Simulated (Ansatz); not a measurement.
**Equation of state of boron, bcc**

Computed with DFT, RPBE, plane waves (420 eV) with PAW, scalar-relativistic (Ansatz 0.2.0). (PAW data from PBE, frozen cores regenerated.)

The cell is scaled uniformly from the relaxed one, with fractional coordinates and shape fixed. Energies are extrapolated to zero smearing, pressures are those at the given smearing. Magnetic state: spin not included.

```json
{"V (Å³/atom)": "5.504", "E − E₀ (meV/atom)": "74.6", "P (GPa)": "36.33"}
{"V (Å³/atom)": "5.755", "E − E₀ (meV/atom)": "30.0", "P (GPa)": "21.52"}
{"V (Å³/atom)": "6.005", "E − E₀ (meV/atom)": "6.4", "P (GPa)": "9.47"}
{"V (Å³/atom)": "6.255", "E − E₀ (meV/atom)": "0.0", "P (GPa)": "-0.14"}
{"V (Å³/atom)": "6.505", "E − E₀ (meV/atom)": "6.9", "P (GPa)": "-7.66"}
{"V (Å³/atom)": "6.755", "E − E₀ (meV/atom)": "24.1", "P (GPa)": "-13.64"}
{"V (Å³/atom)": "7.006", "E − E₀ (meV/atom)": "49.6", "P (GPa)": "-18.49"}
```

Fit a third-order Birch-Murnaghan equation.

V₀ = 6.24 Å³/atom, B₀ = 214 GPa, B₀′ = 4.9.
